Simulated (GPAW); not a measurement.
Crystal: MnSb.

```
Sb Mn
1.0
     4.15000    0.00000    0.00000
    -2.07500    3.59401    0.00000
     0.00000    0.00000    5.78000
Sb Mn
2 2
Direct
  0.66667 0.33333 0.75000
  0.33333 0.66667 0.25000
  0.00000 0.00000 0.50000
  0.00000 0.00000 0.00000
```

Base run:

```yaml
Program: GPAW 26.7.0
Functional: LDA
Potentials_or_basis: the program's PAW data sets (release 1.2.1) made for this functional
Cutoff: 450 eV
Basis: pw
k_mesh: 6 × 6 × 4
Occupations: fermi-dirac, width 0.05 eV
Spin: collinear spin, ferromagnetic start
Starting_moments: "[0.0, 0.0, 5.0, 5.0] μB"
```

Its results: band gap on the k mesh none (metal or under the smearing width); pressure -12.1 GPa; net moment 6.51 μB per cell; site moments Sb -0.10; Mn +3.19 μB.

Q: The run is repeated on the same cell with these changes: functional from LDA to PBE; potentials or basis from the program's PAW data sets (release 1.2.1) made for this functional to GPAW PAW data sets (gpaw-data 1.2.1). What comes out?

A: Band gap on the k mesh none (metal or under the smearing width); pressure -4.7 GPa; net moment 6.68 μB per cell; site moments Sb -0.12; Mn +3.32 μB.

Caveats: the cutoff is short for stress and forces, so pressures can be off by a GPa or more; only a ferromagnetic start was run, and an antiferromagnetic order may lie lower in energy.
